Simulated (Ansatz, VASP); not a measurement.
# AlN: VASP beside Ansatz

```
Al N
1.0
     3.49649    0.00000    0.00000
    -1.74825    3.02805    0.00000
     0.00000    0.00000    3.75757
Al N
2 2
Direct
  0.33333 0.66667 0.75000
  0.66667 0.33333 0.25000
  0.33333 0.66667 0.25000
  0.66667 0.33333 0.75000
```

Alike in both runs: task single point; functional LDA; k mesh 12 × 12 × 6; occupations fermi-dirac, width 0.2 eV; no spin polarisation.

```csv
,VASP,Ansatz
version,VASP 6.6.1,Ansatz 0.2.0
potentials or method,"VASP PAW LDA potentials, release 64 (Al, N)","scalar-relativistic, plane waves, PAW"
plane-wave cutoff (eV),520,420
valence electrons in the cell,16,16
```

|  | VASP | Ansatz | Ansatz less VASP |
| --- | --- | --- | --- |
| gap on the k mesh at the Fermi level (eV) | 3.58 | 3.58 | +0.003 |
| least direct gap on the mesh (eV) | 3.77 | 3.77 | -0.003 |
| pressure (GPa) | -2.5 | -3.1 | -0.60 |
| largest component of the traceless stress (GPa) | 24.30 | 23.62 | -0.681 |

A k mesh can miss the band edges.
